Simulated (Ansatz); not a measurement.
## Random displacements in SiNi

The calculation used DFT PBE, scalar-relativistic, plane waves, PAW (Ansatz). The runs took a 420 eV cutoff, a Γ-centred 8×12×8 mesh and Gaussian smearing (0.15 eV). No spin polarisation. A magnetic state may lie lower. Energies are free energies at this smearing, counted from the undisturbed cell; pressure is positive in compression.

Reference structure (relaxed at this level):

```xyz
8
Lattice="5.1541 0.0000 0.0000 0.0000 3.3755 0.0000 0.0000 0.0000 5.6197" Properties=species:S:1:pos:R:3 pbc="T T T"
Si    1.6557    2.5316    0.4725
Si    0.9213    0.8439    3.2824
Si    4.2328    2.5316    2.3374
Si    3.4984    0.8439    5.1472
Ni    0.0424    0.8439    1.0592
Ni    2.5347    2.5316    3.8691
Ni    2.6194    0.8439    1.7506
Ni    5.1117    2.5316    4.5605
```

The atoms are displaced (Å, in the unstrained cell):

```csv
atom,ux,uy,uz
Si1,-0.012,0.043,0.003
Si2,0.040,-0.012,-0.001
Si3,-0.047,-0.007,-0.008
Si4,-0.001,-0.029,-0.006
Ni5,0.021,-0.023,-0.027
Ni6,-0.009,0.031,0.025
Ni7,-0.017,-0.027,-0.004
Ni8,0.024,0.024,0.017
```

Strain (Voigt, engineering shear): (-0.0274, 0.0664, 0.0388, -0.0155, -0.0762, -0.0035).

(1) What are the energy change, the stress and the forces?

## Answers

(1) ΔE = 94.6 meV/atom; stress (xx, yy, zz, yz, xz, xy; compression positive) (-1.41, -13.58, -10.54, 1.79, 8.80, 0.61) GPa.
```
atom Fx (eV/Å) Fy Fz
 Si1       0.47  -0.51   0.51
 Si2      -0.20   0.13   0.16
 Si3       0.13   0.00  -0.07
 Si4      -0.17   0.41  -0.30
 Ni5      -0.15   0.18   0.83
 Ni6       0.15  -0.41   0.06
 Ni7       0.30   0.37  -0.18
 Ni8      -0.54  -0.18  -1.00
```